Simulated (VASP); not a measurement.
# CdSe (F-43m) in VASP: a series of runs

One crystal, CdSe, is run at these levels: PBEsol; tasks: single point, relaxation of the atoms.

All numbers are computed with VASP 6.6.1; they aren't measurements. Logs are shortened: lines on timing, memory, paths and dates and some standing lists are left out, and cuts for length are marked.

## 1. The structure

Symmetry: F-43m, No. 216, cubic system. Conventional cell: a = 6.050 Å, b = 6.050 Å, c = 6.050 Å, α = 90.00°, β = 90.00°, γ = 90.00°. Around Cd (site symmetry -43m) lie 4 Se at 2.62 Å. Se (site symmetry -43m) is surrounded by 4 Cd at 2.62 Å.

Measurements of this composition are mostly on another form, of space group No. 186.

## 2. Single point, PBEsol

Input file INCAR:

```
PREC     = Accurate       # precision mode
ENCUT    = 520            # plane-wave cutoff, eV
EDIFF    = 1E-6           # SCF threshold, eV
ISMEAR   = 0              # smearing method
SIGMA    = 0.02           # smearing width, eV
LREAL    = F              # projectors in reciprocal space
LASPH    = T              # aspherical terms in the spheres
NELM     = 100            # most SCF steps
ALGO     = Normal         # electronic algorithm
ISIF     = 2              # what is computed and relaxed
LWAVE    = F              # write WAVECAR
LCHARG   = F              # write CHGCAR
GGA      = PS             # functional
NBANDS   = 16             # bands
```

Input file KPOINTS:

```
regular mesh
0
Gamma
  10 10 10
```

Input file POSCAR:

```
CdSe
1.0
    0.0000000000      3.0250000000      3.0250000000
    3.0250000000      0.0000000000      3.0250000000
    3.0250000000      3.0250000000      0.0000000000
Cd Se
1 1
Direct
    0.0000000000      0.0000000000      0.0000000000
    0.2500000000      0.2500000000      0.2500000000
```

Potentials or basis: VASP PAW PBE potentials, release 64 (Cd, Se).

Launch:

```
$ cat potpaw_PBE.64/Cd/POTCAR potpaw_PBE.64/Se/POTCAR > POTCAR
$ mpirun -np 1 vasp_std > vasp.out
```

OUTCAR:

```text
PREC = Accurate
   ENCUT = 520
   EDIFF = 1E-6
   ISMEAR = 0
   LREAL = F
   LASPH = T
   NELM = 100
   ISIF = 2
   GGA = PS

 ion  position               nearest neighbor table
   1  0.000  0.000  0.000-   2 2.62   2 2.62   2 2.62   2 2.62
   2  0.250  0.250  0.250-   1 2.62   1 2.62   1 2.62   1 2.62

  LATTYP: Found a face centered cubic cell.
 ALAT       =     6.0500000000

  Lattice vectors:

 A1 = (   0.0000000000,   3.0250000000,   3.0250000000)
 A2 = (   3.0250000000,   0.0000000000,   3.0250000000)
 A3 = (   3.0250000000,   3.0250000000,   0.0000000000)

Analysis of symmetry for initial positions (statically):
=====================================================================
 Subroutine PRICEL returns:
 Original cell was already a primitive cell.

 Routine SETGRP: Setting up the symmetry group for a
 face centered cubic supercell.

 Subroutine GETGRP returns: Found 24 space group operations
 (whereof 24 operations were pure point group operations)
 out of a pool of 48 trial point group operations.

The static configuration has the point symmetry T_d .

Analysis of symmetry for dynamics (positions and initial velocities):
=====================================================================
 Subroutine PRICEL returns:
 Original cell was already a primitive cell.

 Routine SETGRP: Setting up the symmetry group for a
 face centered cubic supercell.

 Subroutine GETGRP returns: Found 24 space group operations
 (whereof 24 operations were pure point group operations)
 out of a pool of 48 trial point group operations.

The dynamic configuration has the point symmetry T_d .

 Subroutine INISYM returns: Found 24 space group operations
 (whereof 24 operations are pure point group operations),
 and found     1 'primitive' translations

----------------------------------------------------------------------------------------

                                     Primitive cell

  volume of cell :      55.3613

  direct lattice vectors                    reciprocal lattice vectors
     0.000000000  3.025000000  3.025000000    -0.165289256  0.165289256  0.165289256
     3.025000000  0.000000000  3.025000000     0.165289256 -0.165289256  0.165289256
     3.025000000  3.025000000  0.000000000     0.165289256  0.165289256 -0.165289256

  length of vectors
     4.277996026  4.277996026  4.277996026     0.286289390  0.286289390  0.286289390

  position of ions in fractional coordinates (direct lattice)
     0.000000000  0.000000000  0.000000000
     0.250000000  0.250000000  0.250000000

  ion indices of the primitive-cell ions
   primitive index   ion index
                 1           1
                 2           2

----------------------------------------------------------------------------------------

 KPOINTS: regular mesh

Automatic generation of k-mesh.
 Grid dimensions read from file:
 generate k-points for:   10   10   10

 Generating k-lattice:

  Cartesian coordinates                     Fractional coordinates (reciprocal lattice)
    -0.016528926  0.016528926  0.016528926     0.100000000  0.000000000  0.000000000
     0.016528926 -0.016528926  0.016528926     0.000000000  0.100000000  0.000000000
     0.016528926  0.016528926 -0.016528926     0.000000000  0.000000000  0.100000000

  Length of vectors
     0.028628939  0.028628939  0.028628939

  Shift w.r.t. Gamma in fractional coordinates (k-lattice)
     0.000000000  0.000000000  0.000000000

 Subroutine IBZKPT returns following result:
 ===========================================

 Found     47 irreducible k-points:

 Following reciprocal coordinates:
            Coordinates               Weight
  0.000000  0.000000  0.000000      1.000000
  0.100000  0.000000  0.000000      8.000000
  0.200000  0.000000  0.000000      8.000000
  0.300000  0.000000  0.000000      8.000000
  0.400000  0.000000  0.000000      8.000000
  0.500000  0.000000  0.000000      4.000000
[... 16 lines left out ...]
  0.300000  0.300000  0.000000      6.000000
  0.400000  0.300000  0.000000     24.000000
 [... further k-points ...]
   k-points           NKPTS =     47   k-points in BZ     NKDIM =     47   number of bands    NBANDS=     16
   number of dos      NEDOS =    301   number of ions     NIONS =      2
   total plane-waves  NPLWV =  32768
   dimension x,y,z NGX =    32 NGY =   32 NGZ =   32
   dimension x,y,z NGXF=    64 NGYF=   64 NGZF=   64
   ions per type =               1   1
   NGX,Y,Z   is equivalent  to a cutoff of  12.44, 12.44, 12.44 a.u.
   NGXF,Y,Z  is equivalent  to a cutoff of  24.87, 24.87, 24.87 a.u.
 SYSTEM =  unknown system
   PREC   = accura    normal or accurate (medium, high low for compatibility)
   ISTART =      0    job   : 0-new  1-cont  2-samecut
   ICHARG =      2    charge: 1-file 2-atom 10-const
   ISPIN  =      1    spin polarized calculation?
   LNONCOLLINEAR =      F non collinear calculations
   LSORBIT =      F    spin-orbit coupling
   LASPH  =      T    aspherical Exc in radial PAW
   ENCUT  =  520.0 eV  38.22 Ry    6.18 a.u.   7.95  7.95  7.95*2*pi/ulx,y,z
   NELM   =    100;   NELMIN=  2; NELMDL= -5     # of ELM steps
   EDIFF  = 0.1E-05   stopping-criterion for ELM
   LREAL  =      F    real-space projection
   EDIFFG = 0.1E-04   stopping-criterion for IOM
   NSW    =      0    number of steps for IOM
   IBRION =     -1    ionic relax: 0-MD 1-quasi-New 2-CG
   NFREE  =      0    steps in history (QN), initial steepest desc. (CG)
   ISIF   =      2    stress and relaxation
   ISYM   =      2    0-nonsym 1-usesym 2-fastsym
   POTIM  = 0.5000    time-step for ionic-motion
   TEBEG  =    0.0;   TEEND  =   0.0 temperature during run
   PSTRESS=    0.0 pullay stress
   NELECT =      18.0000    total number of electrons
   NUPDOWN=      -1.0000    fix difference up-down
   EMIN   =  10.00;   EMAX   =-10.00  energy-range for DOS
   EFERMI =   0.00;   METHOD = LEGACY
   ISMEAR =     0;   SIGMA  =   0.02  broadening in eV -4-tet -1-fermi 0-gaus
   EFERMI_NEDOS =   21; number of points for ismear=-14 and -15
   IALGO  =     38    algorithm
   IMIX   =      4    mixing-type and parameters
     AMIX     =   0.40;   BMIX     =  1.00
     AMIX_MAG =   1.60;   BMIX_MAG =  1.00
  volume/ion in A,a.u.               =      27.68       186.80
  Fermi-wavevector in a.u.,A,eV,Ry     =   1.125720  2.127302 17.241915  1.267245
  Thomas-Fermi vector in A             =   2.262398
   LORBIT       =      0    0 simple, 1 ext, 2 COOP (PROOUT), +10 PAW based schemes
   GGA     = PS    functional components
   LHFCALC =     F    Hartree Fock is set to
   AEXX    =    0.0000 exact exchange contribution
   IVDW    =     0    specifies the selected vdW correction
   LEPSILON=     F    determine dielectric tensor
   LRPA    =     F    only Hartree local field effects (RPA)
 non-spin polarized calculation
 Gauss-broadening in eV      SIGMA  =   0.02
  energy-cutoff  :      520.00
  volume of cell :       55.36
 maximum number of plane-waves:      1524
   NGX = 15   NGY = 15   NGZ = 15

 number of electron      17.9999996 magnetization

 Free energy of the ion-electron system (eV)
  ---------------------------------------------------
  ext. energy  EPLUGINS =         0.00000000
  ---------------------------------------------------
  free energy    TOTEN  =        -6.17349835 eV

  energy without entropy =       -6.17349835  energy(sigma->0) =       -6.17349835

 E-fermi :   1.0312     XC(G=0):  -9.1730

 val. band max:        0.9404931545   @ k =   0.0000   0.0000   0.0000
 cond. band min:       1.4549200716   @ k =   0.0000   0.0000   0.0000
 fundamental gap:      0.5144269171
 Fermi energy:         1.0311766581

 k-point     1 :       0.0000    0.0000    0.0000
  band No.  band energies     occupation
      1     -11.7763      2.00000
      2      -7.0291      2.00000
      3      -7.0291      2.00000
      4      -7.0291      2.00000
      5      -6.6298      2.00000
      6      -6.6298      2.00000
[... 8 lines left out ...]
     15      12.0429      0.00000
     16      12.0429      0.00000

 k-point     2 :       0.1000    0.0000    0.0000
  band No.  band energies     occupation
      1     -11.7393      2.00000
      2      -7.0172      2.00000
      3      -7.0172      2.00000
      4      -6.9991      2.00000
      5      -6.6307      2.00000
      6      -6.6307      2.00000
[... 8 lines left out ...]
     15      11.3838      0.00000
     16      11.3838      0.00000

 k-point     3 :       0.2000    0.0000    0.0000
  band No.  band energies     occupation
      1     -11.6417      2.00000
      2      -6.9876      2.00000
      3      -6.9876      2.00000
      4      -6.8983      2.00000
      5      -6.6303      2.00000
      6      -6.6303      2.00000
[... 8 lines left out ...]
     15      10.9289      0.00000
     16      11.1753      0.00000

 k-point     4 :       0.3000    0.0000    0.0000
  band No.  band energies     occupation
      1     -11.5194      2.00000
      2      -6.9561      2.00000
      3      -6.9561      2.00000
      4      -6.7092      2.00000
      5      -6.6234      2.00000
      6      -6.6234      2.00000
[... 8 lines left out ...]
     15      11.1996      0.00000
     16      11.1996      0.00000

 k-point     5 :       0.4000    0.0000    0.0000
  band No.  band energies     occupation
      1     -11.4195      2.00000
      2      -6.9358      2.00000
      3      -6.9358      2.00000
      4      -6.6113      2.00000
      5      -6.6113      2.00000
      6      -6.4619      2.00000
[... 8 lines left out ...]
     15      12.1523      0.00000
     16      12.1523      0.00000

 k-point     6 :       0.5000    0.0000    0.0000
  band No.  band energies     occupation
      1     -11.3812      2.00000
      2      -6.9295      2.00000
      3      -6.9295      2.00000
      4      -6.6049      2.00000
      5      -6.6049      2.00000
      6      -6.3246      2.00000
[... 8 lines left out ...]
     15      13.0745      0.00000
     16      13.0745      0.00000
[... 267 lines left out ...]
 k-point    21 :      -0.3000    0.2000    0.0000
  band No.  band energies     occupation
      1     -11.3848      2.00000
      2      -6.9057      2.00000
      3      -6.8996      2.00000
      4      -6.6429      2.00000
      5      -6.6367      2.00000
      6      -6.4154      2.00000
[... 8 lines left out ...]
     15      12.1023      0.00000
     16      13.3854      0.00000

 k-point    22 :      -0.2000    0.2000    0.0000
  band No.  band energies     occupation
      1     -11.4782      2.00000
      2      -6.9375      2.00000
      3      -6.9233      2.00000
      4      -6.7070      2.00000
      5      -6.6461      2.00000
      6      -6.5706      2.00000
[... 8 lines left out ...]
     15      12.1806      0.00000
     16      13.2921      0.00000

 k-point    23 :       0.3000    0.3000    0.0000
  band No.  band energies     occupation
      1     -11.4363      2.00000
      2      -6.8568      2.00000
      3      -6.8568      2.00000
      4      -6.8345      2.00000
      5      -6.5917      2.00000
      6      -6.5889      2.00000
[... 8 lines left out ...]
     15      12.7563      0.00000
     16      14.8003      0.00000

 k-point    24 :       0.4000    0.3000    0.0000
  band No.  band energies     occupation
      1     -11.3586      2.00000
      2      -6.8547      2.00000
      3      -6.8220      2.00000
      4      -6.7773      2.00000
      5      -6.5825      2.00000
      6      -6.4669      2.00000
[... 8 lines left out ...]
     15      13.1621      0.00000
     16      14.6264      0.00000

 [... further k-points ...]

------------------------ aborting loop because EDIFF is reached ----------------------------------------

  FORCE on cell =-STRESS in cart. coord.  units (eV):
  Direction    XX          YY          ZZ          XY          YZ          ZX
  --------------------------------------------------------------------------------------
  -------------------------------------------------------------------------------------
  Total        0.4173211      0.4173211      0.4173211      0.0000000      0.0000000      0.0000000
  in kB       12.0774364     12.0774364     12.0774364      0.0000000      0.0000000      0.0000000
  external PRESSURE =      12.0774364 kB  Pullay stress =       0.0000000 kB

 VOLUME and BASIS-vectors are now :
 -----------------------------------------------------------------------------
  energy-cutoff  :      520.00
  volume of cell :       55.36
      direct lattice vectors                 reciprocal lattice vectors
     0.000000000  3.025000000  3.025000000    -0.165289256  0.165289256  0.165289256
     3.025000000  0.000000000  3.025000000     0.165289256 -0.165289256  0.165289256
     3.025000000  3.025000000  0.000000000     0.165289256  0.165289256 -0.165289256

 POSITION                                       TOTAL-FORCE (eV/Angst)
 -----------------------------------------------------------------------------------
      0.00000      0.00000      0.00000        -0.000000     -0.000000     -0.000000
      1.51250      1.51250      1.51250         0.000000      0.000000      0.000000
 -----------------------------------------------------------------------------------
    total drift:                               -0.000000     -0.000000     -0.000000

  FREE ENERGIE OF THE ION-ELECTRON SYSTEM (eV)
  ---------------------------------------------------
  free  energy   TOTEN  =        -6.1734983509 eV

  energy  without entropy=       -6.1734983509  energy(sigma->0) =       -6.17349835
```

It took 16 s on 1 thread of Intel Xeon Platinum 8559C (Emerald Rapids), shared host; peak memory 0.2 GiB.

What came out:

```
Free energy            : -6.1735 eV
Pressure               : 1.2 GPa
Band gap on the k mesh : 0.51 eV, direct
```

Caveat: the PAW data sets were made with another functional, which shifts forces and pressure a little. Expect the measured gap to be larger: semilocal functionals such as PBEsol lack the derivative discontinuity.

## 3. Relaxation of the atoms, PBEsol

Input file INCAR:

```
PREC = Accurate
ENCUT = 520
EDIFF = 1E-6
ISMEAR = 0
SIGMA = 0.02
LREAL = False
LASPH = True
NELM = 100
ALGO = Fast
ISIF = 2
LWAVE = False
LCHARG = False
GGA = PS
IBRION = 2
NSW = 80
EDIFFG = -0.004
```

KPOINTS is that of step 2.

POSCAR is that of step 2.

Potentials or basis: VASP PAW PBE potentials, release 64 (Cd, Se).

Launch:

```
$ cat potpaw_PBE.64/Cd/POTCAR potpaw_PBE.64/Se/POTCAR > POTCAR
$ mpirun -np 1 vasp_std > vasp.out
```

It took 14 s on 1 thread of Intel Xeon Platinum 8559C (Emerald Rapids), shared host; peak memory 0.19 GiB.

It converged, with:

```
Free energy             : -6.1735 eV
Pressure after relaxing : 1.2 GPa
Band gap on the k mesh  : 0.51 eV, direct
```

Final structure:
```xyz
2
Lattice="0.0000 3.0250 3.0250 3.0250 0.0000 3.0250 3.0250 3.0250 0.0000" Properties=species:S:1:pos:R:3 pbc="T T T"
Cd    0.0000    0.0000    0.0000
Se    1.5125    1.5125    1.5125
```

Levels at points of the mesh, in eV from the valence-band top:
```tsv
k point	band 6	band 7	band 8	band 9	band 10	band 11	band 12	band 13
(0.00, 0.00, 0.00)	-7.57	0.00	0.00	0.00	0.51	5.85	5.85	5.85
(0.50, 0.00, 0.00)	-7.27	-4.55	-0.78	-0.78	2.31	6.37	6.37	7.32
(0.50, 0.50, 0.00)	-7.20	-4.20	-1.94	-1.94	2.97	3.69	9.06	10.22
```

Caveat: the relaxation stopped at its first step, so nothing moved; the PAW data sets were made with another functional, which shifts forces and pressure a little.

## 4. Single point, PBEsol

Input file INCAR:

```
PREC = Accurate
ENCUT = 520
EDIFF = 1E-6
ISMEAR = 0
SIGMA = 0.1
LREAL = F
LASPH = T
NELM = 100
ALGO = Normal
ISIF = 2
LWAVE = F
LCHARG = T
GGA = PS
LELF = T
LVHAR = T
NBANDS = 16
```

Input file KPOINTS:

```
Automatic mesh
0
Gamma
  6 6 6
```

POSCAR is that of step 3.

Launch:

```
$ cat potpaw_PBE.64/Cd/POTCAR potpaw_PBE.64/Se/POTCAR > POTCAR
$ mpirun -np 1 vasp_std > vasp.out
```

Wall time 8.7 s (1 thread of Intel Xeon Platinum 8559C (Emerald Rapids), shared host); peak memory 0.18 GiB.

It converged, with:

```yaml
Free_energy: -6.1681 eV
Pressure: 1.2 GPa
Band_gap_on_the_k_mesh: 0.51 eV, direct
```

Levels at points of the mesh, in eV from the valence-band top:
```
           k point  band 6  band 7  band 8  band 9  band 10  band 11  band 12  band 13
(0.00, 0.00, 0.00)   -7.58    0.00    0.00    0.00     0.51     5.85     5.85     5.85
(0.50, 0.00, 0.00)   -7.27   -4.55   -0.78   -0.78     2.30     6.36     6.36     7.32
(0.50, 0.50, 0.00)   -7.20   -4.21   -1.94   -1.94     2.97     3.68     9.06    10.22
```

Caveat: the PAW data sets were made with another functional, which shifts forces and pressure a little.

## 5. Overview

| task | cell | k mesh | smearing | gap on the mesh (eV) | pressure (GPa) |
| --- | --- | --- | --- | --- | --- |
| single point | as given | 10 × 10 × 10 | gaussian 0.02 eV | 0.51 | 1.2 |
| relaxation of the atoms | atoms relaxed | 10 × 10 × 10 | gaussian 0.02 eV | 0.51 | 1.2 |
| single point | as given | 6 × 6 × 6 | gaussian 0.1 eV | 0.51 | 1.2 |

Alike in all rows: level PBEsol; potentials or basis VASP PAW PBE potentials, release 64 (Cd, Se); no spin polarisation; cutoff (eV) 520.

Caveats: the PAW data sets were made with another functional, which shifts forces and pressure a little; the relaxation stopped at its first step, so nothing moved (some runs).

Total energies depend on the potentials used, so only differences within one code and one set of settings carry meaning.
